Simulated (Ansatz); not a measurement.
Results of PBE0-D3(BJ) (PAW; Ansatz, a program for electronic structure) for zinc-blende InN (metastable phase).

Numerical settings: plane-wave cutoff 460 eV, 10×10×10 k mesh, Fermi–Dirac smearing 0.01 eV, scalar-relativistic PAW data made under PBE.

Computed points:

```tsv
V (Å³/atom)	E − E_lowest (meV/atom)	P (GPa)
14.319	23.06	9.58
14.696	6.27	4.80
15.073	0.00	0.63
15.575	5.70	-4.12
15.826	13.79	-6.18
```

**Question.** Estimate the bulk modulus and its pressure derivative from these points.

**Answer.** V0 = 15.134 Å³/atom, B0 = 153 GPa, B′ = 4.5 (fit to the energies at full precision).

Measured, for comparison: equilibrium volume per atom 15.72 Å³/atom (temperature not stated, not corrected to a static lattice, epilayer on 3C-SiC; as tabulated in Schörmann, As, Lischka, Schley, Goldhahn et al., Appl. Phys. Lett. 89, 261903 …). Computed (rounded) less measured: equilibrium volume per atom -3.8 %.

Spin–orbit coupling is not included.

Static lattice: no zero-point or thermal effects.

Cost on a shared machine: around 12 core-minutes (rough).
